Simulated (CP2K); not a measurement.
Crystal: NaF (Villiaumite).

```xyz
2
Lattice="3.2810 0.0000 0.0000 1.6405 2.8414 0.0000 1.6405 0.9471 2.6789" Properties=species:S:1:pos:R:3 pbc="T T T"
Na    0.0000    0.0000    0.0000
F     3.2810    1.8943    1.3395
```

Program: CP2K 2026.2. Alike in all runs: task band structure; no spin polarisation; cell as given; k mesh 10 × 10 × 10.

Q: Order these runs on this cell by their pressure, lowest first.
A. level LDA; potentials or basis GTH_POTENTIALS Na GTH-PADE-q9, F GTH-PADE-q7; TZVP-MOLOPT-PBE-GTH basis; smearing fermi-dirac 0.1 eV; EPS_DEFAULT 1.0E-9; NGRIDS 4; points a segment of the path (NPOINTS) 6; bands added on the path 6
B. level PBEsol; potentials or basis POTENTIAL_UZH Na GTH-PBE-q9, F GTH-PBE-q7; TZVP-MOLOPT-PBE-GTH basis; smearing fermi-dirac 0.05 eV; EPS_DEFAULT 1.0E-9; NGRIDS 5; points a segment of the path (NPOINTS) 6; bands added on the path 6
C. level PBE; potentials or basis POTENTIAL_UZH Na GTH-PBE-q9, F GTH-PBE-q7; TZVP-MOLOPT-PBE-GTH basis; smearing fermi-dirac 0.05 eV; EPS_DEFAULT 1.0E-10; NGRIDS 4; points a segment of the path (NPOINTS) 10; bands added on the path 4

A: A (-4.0 GPa), B (0.5 GPa), C (2.6 GPa).

Caveats: the basis of atomic orbitals isn't converged, which shifts pressures, moduli and gaps; the potentials were made for another functional, which shifts forces and pressure (some runs).

Not every run made on this cell is shown here.
